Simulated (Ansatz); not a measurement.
Equilibrium properties in the fcc structure, computed with r²SCAN in Ansatz (plane waves, PAW datasets (generated hard set); cutoff 700 eV), no spin polarisation, no spin–orbit coupling, Fermi–Dirac smearing of 0.1 eV, k-spacing 0.18 to 0.19 Å⁻¹:

```
crystal  a₀ (Å)  V₀ (Å³/atom)  B₀ (GPa)
     Lu   4.888         29.20        41
     Hf   4.478         22.45       103
     Ir   3.845         14.21       376
     Pt   3.942         15.32       270
     Tl   4.929         29.93        32
     Pb   5.003         31.31        43
```

(1) Give the same for Au, Re, Os.

Answers

(1) 
| crystal | a₀ (Å) | V₀ (Å³/atom) | B₀ (GPa) |
| --- | --- | --- | --- |
| Au | 4.124 | 17.54 | 153 |
| Re | 3.894 | 14.76 | 385 |
| Os | 3.832 | 14.07 | 418 |

Model structures, not the usual forms at ambient conditions (metastable or hypothetical): Lu, Hf, Re, Os, Tl. Spin–orbit coupling is left out, which matters for 6p elements such as Tl, Pb and Bi. Potentials made with PBE were used with another functional.
